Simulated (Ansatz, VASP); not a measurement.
BaTe in VASP and in Ansatz

```
Ba Te
1.0
     4.24701   -0.01139   -0.01139
    -0.01139    4.24701   -0.01139
    -0.01139   -0.01139    4.24701
Ba Te
1 1
Direct
  0.00000 0.00000 0.00000
  0.50000 0.50000 0.50000
```

Change from the starting cell: epitaxial_111 strain +0.3%.

Alike in both runs: task single point; functional PBE; k mesh 6 × 6 × 6; occupations fermi-dirac, width 0.02 eV; no spin polarisation.

```csv
,VASP,Ansatz
version,VASP 6.6.1,Ansatz 0.2.0
potentials or method,"VASP PAW PBE potentials, release 64 (Ba_sv, Te)","plane waves, PAW"
plane-wave cutoff (eV),520,420
valence electrons in the cell,16,26
```

VASP gave:

```
gap on the k mesh at the Fermi level (eV) : 0.76
pressure (GPa)                            : 0.4
```

What did Ansatz give for the same quantities?

gap on the k mesh at the Fermi level (eV): 0.86; pressure (GPa): 0.0.

The functional is the same, so the differences come from potentials, cutoffs and numerics. The two sets of potentials don't hold the same shells in valence.

Caveats: spin-orbit coupling is left out, which moves the levels of the heavy elements. A k mesh can miss the band edges.
